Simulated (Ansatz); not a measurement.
# Every step of a relaxation of Lu (simple hexagonal type)

DFT, PBE, PAW with Ansatz's default frozen-core files, scalar-relativistic (Ansatz 0.2.0); a Γ-centred 13×13×12 k mesh, Fermi–Dirac smearing of 0.08 eV, no spin polarisation. The run relaxes cell and atoms at a target pressure of 0 GPa.

Command: `ansatz run input.yaml --threads 1 --pin off --max-ram 2048MiB --backend cpu --events-out ev --progress --plain --runs-dir out` It took 24 s on 1 thread of Arm Neoverse V1 (shared host), peak memory 0.35 GiB.

PAW: frozen-core files, cutoff 420 eV; forces are relaxed below 0.005 eV/Å.

Each step lists its free energy a cell above the last geometry, the pressure, the cell vectors (Å), and Cartesian positions (Å) with forces (eV/Å).

The first step:

```
step 1  dF = 15.67 meV  P = 0.51 GPa
  cell 3.3402 0.0000 0.0000  -1.6701 2.8927 0.0000  0.0000 0.0000 3.1398
  Lu 0.0000 0.0000 0.0000   0.0000 0.0000 0.0000
```

Spin–orbit coupling is left out, which matters for the heavy atoms.

The symmetry of the start is kept and no stability test is made, so the end need not be the stable phase.

Task: Where does the relaxation end, and by which steps?

Result: After 4 geometries, with conventional a, b, c = 3.308, 3.308, 3.272 Å, at 31.009 Å³/atom (+2.21 % against the start) in space group P6/mmm, with a shortest distance of 3.272 Å. The further steps:
```
step 2  dF = 0.43 meV  P = 0.17 GPa
  cell 3.3102 0.0000 0.0000  -1.6551 2.8667 0.0000  0.0000 0.0000 3.2456
  Lu 0.0000 0.0000 0.0000   0.0000 0.0000 0.0000
step 3  dF = 0.02 meV  P = 0.03 GPa
  cell 3.3088 0.0000 0.0000  -1.6544 2.8655 0.0000  0.0000 0.0000 3.2655
  Lu 0.0000 0.0000 0.0000   0.0000 0.0000 0.0000
step 4  dF = 0.00 meV  P = 0.00 GPa
  cell 3.3083 0.0000 0.0000  -1.6541 2.8651 0.0000  0.0000 0.0000 3.2716
  Lu 0.0000 0.0000 0.0000   0.0000 0.0000 0.0000
step 5  dF = -0.22 meV  P = 0.00 GPa  (same geometry on a basis chosen anew; earlier energies don't compare to the last digit)
  cell 3.3083 0.0000 0.0000  -1.6541 2.8651 0.0000  0.0000 0.0000 3.2716
  Lu 0.0000 0.0000 0.0000   0.0000 0.0000 0.0000
```
